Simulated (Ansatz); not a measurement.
CsI built on the CsCl prototype, relaxed with r2SCAN: 8 runs in Ansatz 0.2.0, each a construction of maximally localised Wannier functions. The symmetry is Pm-3m (No. 221, cubic); a = 4.608 Å in the conventional setting, 48.93 Å³ an atom. Cs is surrounded by 8 I at 3.99 Å; I is surrounded by 8 Cs at 3.99 Å. The values are computed, spin-unpolarised, and not measurements.

```
Cs I
1.0
     4.60814    0.00000    0.00000
     0.00000    4.60814    0.00000
     0.00000    0.00000    4.60814
Cs I
1 1
Direct
  0.00000 0.00000 0.00000
  0.50000 0.50000 0.50000
```

Windows count from the top of the filled bands; a dash means that no such window was set (without an outer window there is no disentanglement). Rows marked drawn have settings drawn at random (some not listed).

| functional | SCF mesh | trial orbitals | functions | mesh | window (eV) | frozen (eV) | settings | Ω total (Å²) | Ω invariant (Å²) | largest spread (Å²) | least projectability | interpolation miss of the model's filled bands (eV, to the nearest computed level) |
| --- | --- | --- | --- | --- | --- | --- | --- | --- | --- | --- | --- | --- |
| PBE | 4×4×4 | I s, I p | 4 | 4×4×4 | – | – | chosen | 8.02 | 6.88 | 2.01 | 0.94 | 0.027 |
| PBE | 4×4×4 | I p | 3 | 4×4×4 | – | – | chosen | 7.64 | 7.63 | 2.55 | 0.97 | 0.030 |
| r2SCAN | 4×4×4 | I s, I p | 4 | 4×4×4 | – | – | chosen | 7.85 | 6.68 | 1.97 | 0.93 | 0.021 |
| HSE06 | 4×4×4 | I s, I p | 4 | 4×4×4 | – | – | chosen | 7.84 | 6.68 | 1.96 | 0.94 | – |
| HSE06 | 4×4×4 | I p | 3 | 4×4×4 | – | – | chosen | 7.46 | 7.46 | 2.49 | 0.98 | – |
| PBE | 4×4×4 | I p | 3 | 4×4×4 | -10.6 to +10.7 | – | drawn | 5.87 | 5.86 | 1.96 | 0.96 | 0.798 |

Task: Estimate from these rows what the further settings give.

| functional | SCF mesh | trial orbitals | functions | mesh | window (eV) | frozen (eV) | settings |
| --- | --- | --- | --- | --- | --- | --- | --- |
| r2SCAN | 4×4×4 | I p | 3 | 4×4×4 | – | – | chosen |
| PBE | 4×4×4 | I s, I p | 4 | 6×6×6 | – | – | chosen |

Result:

| functional | SCF mesh | trial orbitals | functions | mesh | window (eV) | frozen (eV) | settings | Ω total (Å²) | Ω invariant (Å²) | largest spread (Å²) | least projectability | interpolation miss of the model's filled bands (eV, to the nearest computed level) |
| --- | --- | --- | --- | --- | --- | --- | --- | --- | --- | --- | --- | --- |
| r2SCAN | 4×4×4 | I p | 3 | 4×4×4 | – | – | chosen | 7.46 | 7.45 | 2.49 | 0.98 | 0.024 |
| PBE | 4×4×4 | I s, I p | 4 | 6×6×6 | – | – | chosen | 8.35 | 7.20 | 2.09 | 0.94 | 0.006 |

For I s, I p with PBE the spread goes 8.02 Å² (4×4×4), 8.35 Å² (6×6×6): finite differences on a coarse mesh understate it.

No spin-orbit coupling is included; it can move band edges with weight on the heavy atoms by tenths of an eV.
